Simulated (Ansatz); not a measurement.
Crystal: TiO2.

```
Ti O
1.0
     1.47410   -4.79653    0.00000
     1.47410    4.79653    0.00000
     0.00000    0.00000   10.23522
Ti O
4 8
Direct
  0.86691 0.13309 0.58314
  0.13309 0.86691 0.41686
  0.86691 0.13309 0.91686
  0.13309 0.86691 0.08314
  0.50000 0.50000 0.50000
  0.50000 0.50000 0.00000
  0.93424 0.06577 0.75000
  0.06577 0.93424 0.25000
  0.75440 0.24560 0.10287
  0.24560 0.75440 0.89713
  0.24560 0.75440 0.60287
  0.75440 0.24560 0.39713
```

Measurements of this composition are mostly on another form, of space group No. 141.

Base run:

- Program: Ansatz 0.2.0
- Functional: PBE
- Potentials or basis: Ansatz PAW
- Cutoff: 420 eV (not typed: the program's choice for these potentials)
- k mesh: 16 × 16 × 5
- Occupations: fermi-dirac, width 0.05 eV
- Spin: no spin polarisation

Its results: band gap on the k mesh 2.56 eV, indirect (least direct gap 2.66 eV); pressure -1.4 GPa; largest force 0.184 eV/Å.

The run is repeated on the same cell with these changes: cutoff from 420 eV (not typed: the program's choice for these potentials) to 300 eV; k mesh from 16 × 16 × 5 to 9 × 9 × 3. What comes out?

Band gap on the k mesh 2.54 eV, indirect (least direct gap 2.64 eV); pressure -2.5 GPa; largest force 0.491 eV/Å.

Caveats: odd divisions of the mesh miss points on the zone boundary, where band edges often lie, so the gap on the mesh can be too wide; the pressure holds a Pulay correction of +29.0 GPa for the finite cutoff (some runs); the cutoff lies under the one recommended for these potentials (some runs).

A k mesh can miss the band edges.
